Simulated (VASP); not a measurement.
Set up this calculation in VASP 6.6.1, as the native input.

```yaml
Task: relaxation of cell and atoms
Functional: r2SCAN
Potentials_or_basis: VASP PAW PBE potentials, release 64 (Ni)
Cutoff: 600 eV
k_mesh: 21 × 21 × 10
Occupations: gaussian, width 0.1 eV
Spin: collinear spin, ferromagnetic start
Starting_moments: "[1.0, 1.0] μB"
Further_INCAR_settings: ALGO = Normal; EDIFF = 1e-07; IBRION = 2; EDIFFG = -0.005; NSW = 90; ISIF = 3
```

The structure of Ni lies in POSCAR:

```
Ni
1.0
    2.4887455600      0.0000000000      0.0000000000
   -1.2443727800      2.1553168800      0.0000000000
    0.0000000000      0.0000000000      4.0641215000
Ni
2
Direct
    0.3333333300      0.6666666700      0.2500000000
    0.6666666700      0.3333333300      0.7500000000
```

This isn't the form of Ni at room conditions, which is fcc.

The input as run:

INCAR

```
SYSTEM = Ni
  PREC = Accurate
  ENCUT = 600
  EDIFF = 1E-7
  ISMEAR = 0
  SIGMA = 0.1
  LREAL = .False.
  LASPH = .True.
  NELM = 150
  ALGO = Normal
  ISIF = 3
  LWAVE = .False.
  LCHARG = .False.
  ISPIN = 2
  MAGMOM = 1 1
  LORBIT = 11
  LMAXMIX = 4
  METAGGA = R2SCAN
  LMIXTAU = .True.
  IBRION = 2
  NSW = 90
  EDIFFG = -0.005
```

KPOINTS

```
Automatic mesh
0
Gamma
  21 21 10
  0 0 0
```

Potentials or basis: VASP PAW PBE potentials, release 64 (Ni).

Launch:

```sh
$ cat potpaw_PBE.64/Ni/POTCAR > POTCAR
$ mpirun -np 1 vasp_std > vasp.out
```

Results of the run:

```yaml
Relaxed_volume: 10.55 Å³/atom
Relaxed_cell: a = 2.447 Å, b = 2.447 Å, c = 4.072 Å, α = 90.00°, β = 90.00°, γ = 120.00°
Space_group_after_relaxing_to_0.05_Å: P6_3/mmc (No. 194)
Energy_gained_by_relaxing: 9.5 meV/atom
Ionic_steps: 9
Pressure_after_relaxing: 0.0 GPa
Band_gap_on_the_k_mesh: none (metal or under the smearing width)
Net_moment: 1.40 μB per cell
Site_moments: Ni +0.72 μB
Valence_electrons_inside_the_program's_atomic_spheres: Ni 9.40
```

Caveat: the PAW data sets were made with another functional, which shifts forces and pressure a little.

It took 49 min on 1 thread of Intel(R) Xeon(R) Platinum 8488C (Sapphire Rapids) (shared host), peak memory 0.32 GiB.
